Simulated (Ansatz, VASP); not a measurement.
# One calculation of AlN, two programs

The input INCAR:

```
ALGO = Fast
EDIFF = 1E-6
ENCUT = 520
ISIF = 2
ISMEAR = 0
LASPH = True
LCHARG = False
LREAL = False
LWAVE = False
NBANDS = 11
NELM = 80
PREC = Accurate
SIGMA = 0.1
```

The input KPOINTS:

```
k-points
0
Gamma
  8 8 8
```

Contents of POSCAR:

```
AlN
1.0
    0.0000000000      2.0345180000      2.0345180000
    2.0345180000      0.0000000000      2.0345180000
    2.0345180000      2.0345180000      0.0000000000
Al N
1 1
Direct
    0.5000000000      0.5000000000      0.5000000000
    0.0000000000      0.0000000000      0.0000000000
```

Input for Ansatz:

```yaml
crystal:
  lattice:
    - [0.0, 2.034518, 2.034518]
    - [2.034518, 0.0, 2.034518]
    - [2.034518, 2.034518, 0.0]
  atoms:
    - { symbol: Al, position: [0.5, 0.5, 0.5] }
    - { symbol: "N", position: [0.0, 0.0, 0.0] }
basis:
  ecutwfc: 420
kpoints:
  mp_grid: { grid: [8, 8, 8] }
hamiltonian:
  xc: lda
scf:
  occupations: { method: gaussian, width: 0.1 }
output:
  forces: true
  stress: true
  eigenvalues: true
```

Measurements of this composition are mostly on another form, of space group No. 186.

Alike in both runs: task single point; functional LDA; k mesh 8 × 8 × 8; occupations gaussian, width 0.1 eV; no spin polarisation.

|  | VASP | Ansatz |
| --- | --- | --- |
| version | VASP 6.6.1 | Ansatz 0.2.0 |
| potentials or method | VASP PAW LDA potentials, release 64 (Al, N) | scalar-relativistic, plane waves, PAW |
| plane-wave cutoff (eV) | 520 | 420 |
| valence electrons in the cell | 8 | 8 |

Ansatz gave:

| Quantity | Value |
| --- | --- |
| gap on the k mesh at the Fermi level (eV) | 4.29 |
| least direct gap on the mesh (eV) | 5.48 |
| pressure (GPa) | -11.0 |

Question: What did VASP give for the same quantities?

Answer: gap on the k mesh at the Fermi level (eV): 4.28; least direct gap on the mesh (eV): 5.50; pressure (GPa): -10.3.

A k mesh can miss the band edges. As with any semilocal functional, this LDA gap is likely too small.
